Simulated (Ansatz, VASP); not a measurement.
Two plane-wave programs on Ca

```
CELL_PARAMETERS angstrom
-2.09494 2.09494 2.25102
2.09494 -2.09494 2.25102
2.09494 2.09494 -2.25102
ATOMIC_POSITIONS crystal
Ca 0.50000 0.50000 0.00000
```

Change from the starting cell: strain -0.050 along x and y, +0.025 along z, atoms carried along.

Alike in both runs: task single point; functional PBE; k mesh 16 × 16 × 16; occupations gaussian, width 0.15 eV; no spin polarisation.

```csv
,VASP,Ansatz
version,VASP 6.6.1,Ansatz 0.2.0
potentials or method,"VASP PAW PBE potentials, release 64 (Ca_sv)","scalar-relativistic, plane waves, PAW"
plane-wave cutoff (eV),520,420
valence electrons in the cell,10,10
```

|  | VASP | Ansatz | Ansatz less VASP |
| --- | --- | --- | --- |
| gap on the k mesh at the Fermi level (eV) | none | none | - |
| pressure (GPa) | 1.2 | 1.2 | -0.03 |
| largest component of the traceless stress (GPa) | 0.12 | 0.12 | +0.001 |

A gap of «none» marks a metal or a gap that the smearing closes.
